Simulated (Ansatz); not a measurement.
# TiAl$_{3}$ (Pm-3m), random displacements

These are results of Ansatz, DFT PBEsol, scalar-relativistic, plane waves, PAW, not measurements. The runs took a 420 eV cutoff, a Γ-centred 12×12×12 mesh and Gaussian smearing (0.15 eV). No spin polarisation. Energies are free energies at this smearing, counted from the undisturbed cell; pressure is positive in compression.

The undisturbed cell (relaxed at this level; this form isn't the usual structure):

```yaml
crystal:
  lattice:
    - [3.94834, 0.00000, 0.00000]
    - [0.00000, 3.94834, 0.00000]
    - [0.00000, 0.00000, 3.94834]
  atoms:
    - { symbol: Ti, position: [0.00000, 0.00000, 0.00000] }
    - { symbol: Al, position: [0.50000, 0.50000, 0.00000] }
    - { symbol: Al, position: [0.50000, 0.00000, 0.50000] }
    - { symbol: Al, position: [0.00000, 0.50000, 0.50000] }
```

The atoms are displaced (Å, in the unstrained cell):

```
atom ux uy uz
 Ti1  -0.041   0.019  -0.016
 Al2   0.004   0.010   0.005
 Al3   0.005   0.002   0.028
 Al4   0.031  -0.031  -0.017
```

Strain (Voigt, engineering shear): (-0.0140, -0.0080, 0.0106, 0.0741, -0.0185, -0.0958).

Q: What are the energy change, the stress and the forces?

A: ΔE = 74.6 meV/atom; stress (xx, yy, zz, yz, xz, xy; compression positive) (5.22, 5.83, 1.02, -6.05, 1.46, 9.24) GPa.
```
atom Fx (eV/Å) Fy Fz
 Ti1       0.47  -0.17   0.31
 Al2      -0.13  -0.12  -0.01
 Al3      -0.18   0.00  -0.29
 Al4      -0.16   0.30  -0.02
```

Cost: 1 run of about 0.55 core-minutes, on Intel Xeon 6975P-C (Granite Rapids) (shared hosts).